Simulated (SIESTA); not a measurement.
**CdSe (Cadmoselite) under changes of volume**

One of the cells (28.102 Å³/atom); the others are scaled copies at fixed shape and fractional positions:

```
Cd Se
1.0
     4.30000    0.00000    0.00000
    -2.15000    3.72391    0.00000
     0.00000    0.00000    7.02000
Cd Se
2 2
Cartesian
  2.1500 1.2413 3.5100
  0.0000 2.4826 0.0000
  2.1500 1.2413 6.2127
  0.0000 2.4826 2.7027
```

* Program: SIESTA 5.4.2
* Functional: PBE
* Potentials or basis: Ansatz (PBE files)
* Basis: DZP (energy shift 0.002 Ry)
* Grid cutoff: 800 Ry
* Energy shift: 0.002 Ry
* k mesh: 7 × 7 × 4
* Occupations: fermi-dirac, width 0.05 eV
* Spin: no spin polarisation

| volume (Å³/atom) | energy over the lowest point (meV/atom) | pressure (GPa) | gap on the mesh (eV) | largest force (eV/Å) |
| --- | --- | --- | --- | --- |
| 26.416 | 64.11 | 7.3 | 1.38 | 0.415 |
| 26.978 | 41.27 | 5.7 | 1.30 | 0.395 |
| 27.540 | 24.21 | 4.1 | 1.23 | 0.313 |
| 28.102 | 12.26 | 2.8 | 1.15 | 0.319 |
| 28.665 | 4.26 | 1.8 | 1.08 | 0.333 |
| 29.227 | ? | ? | ? | ? |
| 29.789 | 0.00 | -0.4 | 0.94 | 0.236 |

Q: What does the run at 29.227 Å³/atom give?

A: Energy over the lowest point 0.38 meV/atom; pressure 0.6 GPa; gap on the mesh 1.01 eV; largest force 0.266 eV/Å.

Worked out: A Birch-Murnaghan fit of order 3 (a polynomial in V^(-2/3)) to the other rows has its minimum at 29.59 Å³/atom with B0 = V·E''(V) = 47 GPa and B' = 5.8 at fixed shape and positions, which overstates the stiffness. It gives 0.48 meV/atom at 29.227 Å³/atom, against the run's 0.38, and -dE/dV = 0.6 GPa, against 0.6. A straight line through the other rows of the gap, of slope -3.66 eV per unit of ln V (its deformation potential), gives 1.01 eV, against the run's 1.01.

Energies are extrapolated to zero smearing.

Caveats: semicore shells carry a single zeta, which can move pressures by several GPa and volumes by a few percent; an odd mesh through Γ misses points on the zone boundary, where band edges often lie; the basis of atomic orbitals isn't converged, which shifts pressures, moduli and gaps. Spin-orbit coupling on Cd, Se is left out.
